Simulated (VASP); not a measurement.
Write the native input for VASP 6.6.1 that does the following.

```
Task                   : relaxation of cell and atoms
Functional             : LDA
Potentials or basis    : VASP PAW LDA potentials, release 64 (Na_pv, F)
Cutoff                 : 600 eV
k mesh                 : 10 × 10 × 10
Occupations            : gaussian, width 0.03 eV
Spin                   : no spin polarisation
Further INCAR settings : ALGO = Normal; EDIFF = 1e-07; IBRION = 2; EDIFFG = -0.005; NSW = 90; ISIF = 3
```

The structure of NaF (Villiaumite) lies in POSCAR:

```
NaF                                     
1.0
   -0.0000000000      2.2490856866      2.2490856866
    2.2490856866      0.0000000000      2.2490856866
    2.2490856866      2.2490856866     -0.0000000000
  Na              F             
     1     1
Direct
     0.0000000000000000    0.0000000000000000    0.0000000000000000
     0.5000000000000000    0.5000000000000000    0.5000000000000000
```

One way to write it, as run:

INCAR

```
ALGO = Normal
EDIFF = 1E-7
EDIFFG = -0.005
ENCUT = 600
GGA = CA
IBRION = 2
ISIF = 3
ISMEAR = 0
LASPH = True
LCHARG = False
LREAL = False
LWAVE = False
NELM = 80
NSW = 90
PREC = Accurate
SIGMA = 0.03
```

KPOINTS

```
k-points
0
Gamma
  10 10 10
```

Potentials or basis: VASP PAW LDA potentials, release 64 (Na_pv, F).

The run is started by

```console
$ cat potpaw_LDA.64/Na_pv/POTCAR potpaw_LDA.64/F/POTCAR > POTCAR
$ mpirun -np 1 vasp_std > vasp.out
```

Results of the run:

```json
{
  "Pressure after relaxing": "0.0 GPa",
  "Band gap on the k mesh": "6.46 eV, direct"
}
```

Caveat: the relaxation stopped at its first step, so nothing moved.

Run time: 6.4 s on 1 thread of AMD EPYC 9R45 96-Core Processor (Zen 5) (shared host), peak memory 0.11 GiB.
